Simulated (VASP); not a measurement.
A run of VASP 6.6.1:

Contents of INCAR:

```
AGGAC    = 0.0          
ALGO     = Normal         # electronic algorithm
EDIFF    = 1E-6           # SCF threshold, eV
ENCUT    = 520            # plane-wave cutoff, eV
GGA      = MK             # functional
ISIF     = 2              # what is computed and relaxed
ISMEAR   = -1             # smearing method
LASPH    = True           # aspherical terms in the spheres
LCHARG   = False          # write CHGCAR
LREAL    = False          # projectors in reciprocal space
LUSE_VDW = True         
LWAVE    = False          # write WAVECAR
NELM     = 60             # most SCF steps
PARAM1   = 0.1234       
PARAM2   = 1.0          
PREC     = Accurate       # precision mode
SIGMA    = 0.05           # smearing width, eV
```

File KPOINTS:

```
k-points
0
Gamma
  16 16 4
```

POSCAR

```
C
1.0
    2.4610000000      0.0000000000      0.0000000000
   -1.2305000000      2.1312885187      0.0000000000
    0.0000000000      0.0000000000      9.3912000000
C
4
Direct
    0.0000000000      0.0000000000      0.2500000000
    0.3333333333      0.6666666667      0.2500000000
    0.0000000000      0.0000000000      0.7500000000
    0.6666666667      0.3333333333      0.7500000000
```

Potentials or basis: VASP PAW PBE potentials, release 64 (C).

Launch:

```console
$ cat potpaw_PBE.64/C/POTCAR > POTCAR
$ mpirun -np 1 vasp_std > vasp.out
```

Hardware: 1 thread of Intel(R) Xeon(R) Platinum 8488C (Sapphire Rapids), on a shared host.

**Question.** Estimate the wall time of this run.

**Answer.** Run time: 40 s on 1 thread of Intel(R) Xeon(R) Platinum 8488C (Sapphire Rapids), with other jobs on the host, peak memory 0.34 GiB. Counts: scf iterations 12, k points 90.
